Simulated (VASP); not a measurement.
# PtSe2 (P-3m1) in VASP: further runs

One crystal, PtSe2, is run at these levels: PBE+U; tasks: single point.

All numbers are computed with VASP 6.6.1; they aren't measurements. Logs are shortened: lines on timing, memory, paths and dates and some standing lists are left out, and cuts for length are marked.

### Step 1. The structure

It takes space group P-3m1 (No. 164, trigonal). Conventional cell: a = 3.724 Å, b = 3.724 Å, c = 5.062 Å, α = 90.00°, β = 90.00°, γ = 120.00°. Pt (site symmetry -3m) has 6 Se at 2.49 Å as nearest neighbours. Around Se (site symmetry 3m) lie 3 Pt at 2.49 Å.

### Step 2. Single point, PBE+U, collinear spin, typed start

Contents of INCAR:

```
SYSTEM = PtSe2
  PREC = Accurate
  ENCUT = 520
  EDIFF = 1E-6
  ISMEAR = 0
  SIGMA = 0.05
  LREAL = .False.
  LASPH = .True.
  NELM = 150
  ALGO = Normal
  ISIF = 2
  LWAVE = .False.
  LCHARG = .False.
  ISPIN = 2
  MAGMOM = 4 0 0
  LORBIT = 11
  LMAXMIX = 4
  LDAU = .True.
  LDAUTYPE = 2
  LDAUL = 2 -1
  LDAUU = 8 0
  LDAUJ = 0 0
  LDAUPRINT = 1
  GGA = PE
  NBANDS = 22
```

Contents of KPOINTS:

```
Automatic mesh
0
Gamma
  6 6 4
  0 0 0
```

Contents of POSCAR:

```
PtSe2
1.0
    3.7240002900      0.0000000000      0.0000000000
   -1.8620001500      3.2250788600      0.0000000000
    0.0000000000      0.0000000000      5.0619995800
Pt Se
1 2
Direct
    0.0000000000      0.0000000000      0.0000000000
    0.3333333333      0.6666666667      0.2500000000
    0.6666666667      0.3333333333      0.7500000000
```

Potentials or basis: VASP PAW PBE potentials, release 64 (Pt, Se).

On the command line:

```bash
$ cat potpaw_PBE.64/Pt/POTCAR potpaw_PBE.64/Se/POTCAR > POTCAR
$ mpirun -np 1 vasp_std > vasp.out
```

OUTCAR:

```text
SYSTEM = PtSe2
   PREC = Accurate
   ENCUT = 520
   EDIFF = 1E-6
   ISMEAR = 0
   LREAL = .False.
   LASPH = .True.
   NELM = 150
   ISIF = 2
   ISPIN = 2
   LORBIT = 11
   GGA = PE

 ion  position               nearest neighbor table
   1  0.000  0.000  0.000-   3 2.49   2 2.49   3 2.49   2 2.49   3 2.49   2 2.49
   2  0.333  0.667  0.250-   1 2.49   1 2.49   1 2.49
   3  0.667  0.333  0.750-   1 2.49   1 2.49   1 2.49

  LATTYP: Found a hexagonal cell.
 ALAT       =     3.7240002900
 C/A-ratio  =     1.3592908662

  Lattice vectors:

 A1 = (   3.7240002900,   0.0000000000,   0.0000000000)
 A2 = (  -1.8620001500,   3.2250788600,   0.0000000000)
 A3 = (   0.0000000000,   0.0000000000,   5.0619995800)

Analysis of symmetry for initial positions (statically):
=====================================================================
 Subroutine PRICEL returns:
 Original cell was already a primitive cell.

 Routine SETGRP: Setting up the symmetry group for a
 hexagonal supercell.

 Subroutine GETGRP returns: Found 12 space group operations
 (whereof 12 operations were pure point group operations)
 out of a pool of 24 trial point group operations.

The static configuration has the point symmetry D_3d.

Analysis of symmetry for dynamics (positions and initial velocities):
=====================================================================
 Subroutine PRICEL returns:
 Original cell was already a primitive cell.

 Routine SETGRP: Setting up the symmetry group for a
 hexagonal supercell.

 Subroutine GETGRP returns: Found 12 space group operations
 (whereof 12 operations were pure point group operations)
 out of a pool of 24 trial point group operations.

The dynamic configuration has the point symmetry D_3d.

Analysis of structural, dynamic, and magnetic symmetry:
=====================================================================
 Subroutine PRICEL returns:
 Original cell was already a primitive cell.

 Routine SETGRP: Setting up the symmetry group for a
 hexagonal supercell.

 Subroutine GETGRP returns: Found 12 space group operations
 (whereof 12 operations were pure point group operations)
 out of a pool of 24 trial point group operations.

The overall configuration has the point symmetry D_3d.

 Subroutine INISYM returns: Found 12 space group operations
 (whereof 12 operations are pure point group operations),
 and found     1 'primitive' translations

----------------------------------------------------------------------------------------

                                     Primitive cell

  volume of cell :      60.7956

  direct lattice vectors                    reciprocal lattice vectors
     3.724000290  0.000000000  0.000000000     0.268528443  0.155034969  0.000000000
    -1.862000150  3.225078860  0.000000000     0.000000000  0.310069937  0.000000000
     0.000000000  0.000000000  5.061999580     0.000000000  0.000000000  0.197550392

  length of vectors
     3.724000290  3.724000297  5.061999580     0.310069938  0.310069937  0.197550392

  position of ions in fractional coordinates (direct lattice)
     0.000000000  0.000000000  0.000000000
     0.333333333  0.666666667  0.250000000
     0.666666667  0.333333333  0.750000000

  ion indices of the primitive-cell ions
   primitive index   ion index
                 1           1
                 2           2
                 3           3

----------------------------------------------------------------------------------------

 KPOINTS: Automatic mesh

Automatic generation of k-mesh.
 Grid dimensions read from file:
 generate k-points for:    6    6    4

[... 76 lines left out ...]
   EFERMI =   0.00;   METHOD = LEGACY
   ISMEAR =     0;   SIGMA  =   0.05  broadening in eV -4-tet -1-fermi 0-gaus
   EFERMI_NEDOS =   21; number of points for ismear=-14 and -15
   IALGO  =     38    algorithm
   IMIX   =      4    mixing-type and parameters
     AMIX     =   0.40;   BMIX     =  1.00
     AMIX_MAG =   1.60;   BMIX_MAG =  1.00
  volume/ion in A,a.u.               =      20.27       136.76
  Fermi-wavevector in a.u.,A,eV,Ry     =   1.166608  2.204570 18.517183  1.360975
  Thomas-Fermi vector in A             =   2.303119
   LORBIT       =     11    0 simple, 1 ext, 2 COOP (PROOUT), +10 PAW based schemes
 LDA+U is selected, type is set to LDAUTYPE =  2
   angular momentum for each species LDAUL =     2   -1
   U (eV)           for each species LDAUU =   8.0  0.0
   J (eV)           for each species LDAUJ =   0.0  0.0
   GGA     = PE    functional components
   LHFCALC =     F    Hartree Fock is set to
   AEXX    =    0.0000 exact exchange contribution
   IVDW    =     0    specifies the selected vdW correction
   LEPSILON=     F    determine dielectric tensor
   LRPA    =     F    only Hartree local field effects (RPA)
 spin polarized calculation
 Gauss-broadening in eV      SIGMA  =   0.05
  energy-cutoff  :      520.00
  volume of cell :       60.80
 maximum number of plane-waves:      1654
   NGX = 13   NGY = 13   NGZ = 19

 number of electron      21.9999999 magnetization      -0.0002432

atom =   1  type =  1  l = 2

 onsite density matrix

spin component  1

  0.8984  0.0000  0.0000  0.1012  0.0000
  0.0000  0.8437  0.0000 -0.0000  0.1012
  0.0000  0.0000  0.9715  0.0000  0.0000
  0.1012 -0.0000  0.0000  0.8437 -0.0000
  0.0000  0.1012  0.0000 -0.0000  0.8984

spin component  2

  0.8984  0.0000  0.0000  0.1013  0.0000
  0.0000  0.8437  0.0000 -0.0000  0.1013
  0.0000  0.0000  0.9715  0.0000  0.0000
  0.1013 -0.0000  0.0000  0.8437 -0.0000
  0.0000  0.1013  0.0000 -0.0000  0.8984

 occupancies and eigenvectors

  o =  0.7661  v =  0.0000  0.0000  0.0000  0.0000  0.0000  0.5635 -0.2981 -0.0000 -0.7359  0.2283      0.0000  0.0000  0.0000  0.0000  0.0000  0.0000  0.0000  0.0000  0.0000  0.0000
  o =  0.7661  v =  0.0000  0.0000  0.0000  0.0000  0.0000  0.2283  0.7359  0.0000 -0.2981 -0.5635      0.0000  0.0000  0.0000  0.0000  0.0000  0.0000  0.0000  0.0000  0.0000  0.0000
  o =  0.7662  v =  0.5635 -0.2981 -0.0000 -0.7359  0.2282  0.0000  0.0000  0.0000  0.0000  0.0000      0.0000  0.0000  0.0000  0.0000  0.0000  0.0000  0.0000  0.0000  0.0000  0.0000
  o =  0.7662  v =  0.2282  0.7359  0.0000 -0.2981 -0.5635  0.0000  0.0000  0.0000  0.0000  0.0000      0.0000  0.0000  0.0000  0.0000  0.0000  0.0000  0.0000  0.0000  0.0000  0.0000
  o =  0.9715  v =  0.0000  0.0000 -1.0000  0.0000  0.0000  0.0000  0.0000  0.0000  0.0000  0.0000      0.0000  0.0000  0.0000  0.0000  0.0000  0.0000  0.0000  0.0000  0.0000  0.0000
  o =  0.9715  v =  0.0000  0.0000  0.0000  0.0000  0.0000  0.0000  0.0000 -1.0000  0.0000  0.0000      0.0000  0.0000  0.0000  0.0000  0.0000  0.0000  0.0000  0.0000  0.0000  0.0000
  o =  0.9759  v =  0.7359  0.2282  0.0000  0.5635  0.2981  0.0000  0.0000  0.0000  0.0000  0.0000      0.0000  0.0000  0.0000  0.0000  0.0000  0.0000  0.0000  0.0000  0.0000  0.0000
  o =  0.9759  v = -0.2981  0.5635  0.0000 -0.2282  0.7359  0.0000  0.0000  0.0000  0.0000  0.0000      0.0000  0.0000  0.0000  0.0000  0.0000  0.0000  0.0000  0.0000  0.0000  0.0000
  o =  0.9759  v =  0.0000  0.0000  0.0000  0.0000  0.0000  0.7359  0.2283  0.0000  0.5635  0.2981      0.0000  0.0000  0.0000  0.0000  0.0000  0.0000  0.0000  0.0000  0.0000  0.0000
  o =  0.9759  v =  0.0000  0.0000  0.0000  0.0000  0.0000 -0.2981  0.5635  0.0000 -0.2283  0.7359      0.0000  0.0000  0.0000  0.0000  0.0000  0.0000  0.0000  0.0000  0.0000  0.0000

 number of electron      21.9999999 magnetization       0.0001950

 Free energy of the ion-electron system (eV)
  ---------------------------------------------------
  ext. energy  EPLUGINS =         0.00000000
  ---------------------------------------------------
  free energy    TOTEN  =        -9.36863729 eV

  energy without entropy =       -9.36690368  energy(sigma->0) =       -9.36777048

 E-fermi :   6.0601     XC(G=0): -10.5900

 val. band max:        5.9195836519   @ k =   0.3333   0.3333   0.0000
 cond. band min:       6.0716234730   @ k =   0.0000   0.3333   0.2500
 fundamental gap:      0.1520398211
 Fermi energy:         6.0601406507

 spin component 1

 k-point     1 :       0.0000    0.0000    0.0000
  band No.  band energies     occupation
      1      -9.2908      1.00000
      2      -6.5476      1.00000
      3      -1.8761      1.00000
      4      -1.2308      1.00000
      5      -1.2308      1.00000
      6       0.2306      1.00000
[... 589 lines left out ...]
     21      17.3420      0.00000
     22      18.9390      0.00000
 Fermi energy:         6.0601406507

 spin component 2

 k-point     1 :       0.0000    0.0000    0.0000
  band No.  band energies     occupation
      1      -9.2908      1.00000
      2      -6.5476      1.00000
      3      -1.8761      1.00000
      4      -1.2303      1.00000
      5      -1.2303      1.00000
      6       0.2312      1.00000
[... 589 lines left out ...]
     21      17.3420      0.00000
     22      18.9391      0.00000

------------------------ aborting loop because EDIFF is reached ----------------------------------------

  FORCE on cell =-STRESS in cart. coord.  units (eV):
  Direction    XX          YY          ZZ          XY          YZ          ZX
  --------------------------------------------------------------------------------------
  -------------------------------------------------------------------------------------
  Total        0.3049454      0.3049454      0.4349432     -0.0000000      0.0000000      0.0000000
  in kB        8.0363808      8.0363808     11.4622791     -0.0000000      0.0000000      0.0000000
  external PRESSURE =       9.1783469 kB  Pullay stress =       0.0000000 kB

 VOLUME and BASIS-vectors are now :
 -----------------------------------------------------------------------------
  energy-cutoff  :      520.00
  volume of cell :       60.80
      direct lattice vectors                 reciprocal lattice vectors
     3.724000290  0.000000000  0.000000000     0.268528443  0.155034969  0.000000000
    -1.862000150  3.225078860  0.000000000     0.000000000  0.310069937  0.000000000
     0.000000000  0.000000000  5.061999580     0.000000000  0.000000000  0.197550392

 POSITION                                       TOTAL-FORCE (eV/Angst)
 -----------------------------------------------------------------------------------
      0.00000      0.00000      0.00000        -0.000000      0.000000      0.000000
     -0.00000      2.15005      1.26550         0.000000      0.000000      0.139160
      1.86200      1.07503      3.79650        -0.000000     -0.000000     -0.139160
 -----------------------------------------------------------------------------------
    total drift:                               -0.000000     -0.000000     -0.000000

  FREE ENERGIE OF THE ION-ELECTRON SYSTEM (eV)
  ---------------------------------------------------
  free  energy   TOTEN  =        -9.3686372885 eV

  energy  without entropy=       -9.3669036755  energy(sigma->0) =       -9.36777048

 total charge

# of ion       s       p       d       tot
------------------------------------------
    1        0.631   0.661   8.829  10.121
    2        1.490   2.202   0.060   3.752
    3        1.490   2.202   0.060   3.752
--------------------------------------------------
tot          3.611   5.066   8.949  17.626

 magnetization (x)

# of ion       s       p       d       tot
------------------------------------------
    1        0.000   0.000   0.000   0.000
    2        0.000  -0.000   0.000  -0.000
    3        0.000  -0.000   0.000  -0.000
--------------------------------------------------
tot          0.000  -0.000   0.000   0.000
```

Run time: 78 s. Hardware: 1 thread of AMD EPYC 7R13 (Zen 3), shared host; peak memory 0.2 GiB.

What came out:

| Property | Result |
| --- | --- |
| Free energy | -9.3686 eV |
| Pressure | 0.9 GPa |
| Largest force | 0.139 eV/Å |
| Band gap on the k mesh | none (metal or under the smearing width) |
| Net moment | 0.00 μB per cell |
| Valence electrons inside the program's atomic spheres | Pt 10.12; Se 3.75 |

Forces in eV/Å, atoms in the order of the input:
```
Pt   0.000  0.000  0.000
Se   0.000  0.000  0.139
Se   0.000  0.000 -0.139
```

Stress tensor (GPa, compression positive):
```
0.80 0.00 0.00
0.00 0.80 0.00
0.00 0.00 1.15
```

Eigenvalues of the final occupation matrices:
| site | spin | trace | eigenvalues |
| --- | --- | --- | --- |
| site 1 d | 1 | 4.46 | 0.77 0.77 0.97 0.98 0.98 |
| site 1 d | 2 | 4.46 | 0.77 0.77 0.97 0.98 0.98 |

### Step 3. Single point, PBE+U, collinear spin, zero start

Contents of INCAR:

```
SYSTEM = PtSe2
PREC     = Accurate       ! precision mode
ENCUT    = 520            ! plane-wave cutoff, eV
EDIFF    = 1E-6           ! SCF threshold, eV
ISMEAR   = 0              ! smearing method
SIGMA    = 0.05           ! smearing width, eV
LREAL    = .False.        ! projectors in reciprocal space
LASPH    = .True.         ! aspherical terms in the spheres
NELM     = 150            ! most SCF steps
ALGO     = Normal         ! electronic algorithm
ISIF     = 2              ! what is computed and relaxed
LWAVE    = .False.        ! write WAVECAR
LCHARG   = .False.        ! write CHGCAR
ISPIN    = 2              ! spin polarisation
MAGMOM   = 0 0 0          ! initial moments
LORBIT   = 11             ! projections on sites
LMAXMIX  = 4              ! l up to which the mixer works
LDAU     = .True.         ! DFT+U
LDAUTYPE = 2            
LDAUL    = 2 -1           ! shell
LDAUU    = 8 0            ! U, eV
LDAUJ    = 0 0          
LDAUPRINT= 1            
GGA      = PE             ! functional
NBANDS   = 22             ! bands
```

Contents of KPOINTS:

```
regular mesh
0
Gamma
  6 6 4
  0 0 0
```

POSCAR is that of step 2.

Potentials or basis: VASP PAW PBE potentials, release 64 (Pt, Se).

On the command line:

```bash
$ cat potpaw_PBE.64/Pt/POTCAR potpaw_PBE.64/Se/POTCAR > POTCAR
$ mpirun -np 1 vasp_std > vasp.out
```

Run time: 64 s. Hardware: 1 thread of AMD EPYC 7R13 (Zen 3), shared host; peak memory 0.19 GiB.

The run converged. Its results:

* Free energy: -9.3686 eV
* Pressure: 0.9 GPa
* Largest force: 0.139 eV/Å
* Band gap on the k mesh: none (metal or under the smearing width)
* Net moment: 0.00 μB per cell
* Valence electrons inside the program's atomic spheres: Pt 10.12; Se 3.75

Forces in eV/Å, atoms in the order of the input:
```
Pt   0.000  0.000  0.000
Se   0.000  0.000  0.139
Se   0.000  0.000 -0.139
```

Stress tensor (GPa, compression positive):
```
0.81 0.00 0.00
0.00 0.81 0.00
0.00 0.00 1.15
```

Levels at points of the mesh, in eV from the Fermi level:
Spin up:
```
           k point  band 8  band 9  band 10  band 11  band 12  band 13  band 14  band 15
(0.00, 0.00, 0.00)   -3.63   -0.70    -0.70     0.67     1.36     1.36     4.09     4.61
(0.50, 0.00, 0.00)   -3.81   -3.45    -3.41    -3.14     0.54     2.30     4.81     6.39
(0.00, 0.00, 0.50)   -2.68   -1.97    -1.17    -1.17     2.21     2.21     5.39     6.48
(0.50, 0.00, 0.50)   -4.90   -4.34    -2.40    -1.04     0.89     1.43     4.93     5.21
```
Spin down:
```
           k point  band 8  band 9  band 10  band 11  band 12  band 13  band 14  band 15
(0.00, 0.00, 0.00)   -3.63   -0.70    -0.70     0.67     1.36     1.36     4.09     4.61
(0.50, 0.00, 0.00)   -3.81   -3.45    -3.41    -3.14     0.54     2.30     4.81     6.39
(0.00, 0.00, 0.50)   -2.68   -1.97    -1.17    -1.17     2.21     2.21     5.39     6.48
(0.50, 0.00, 0.50)   -4.90   -4.34    -2.40    -1.04     0.89     1.43     4.93     5.21
```

Eigenvalues of the final occupation matrices:
```
    site  spin  trace               eigenvalues
site 1 d     1   4.46  0.77 0.77 0.97 0.98 0.98
site 1 d     2   4.46  0.77 0.77 0.97 0.98 0.98
```

Spin-orbit coupling is left out, which matters for the levels of Pt. The state reached can hang on the start; a lower one may exist.
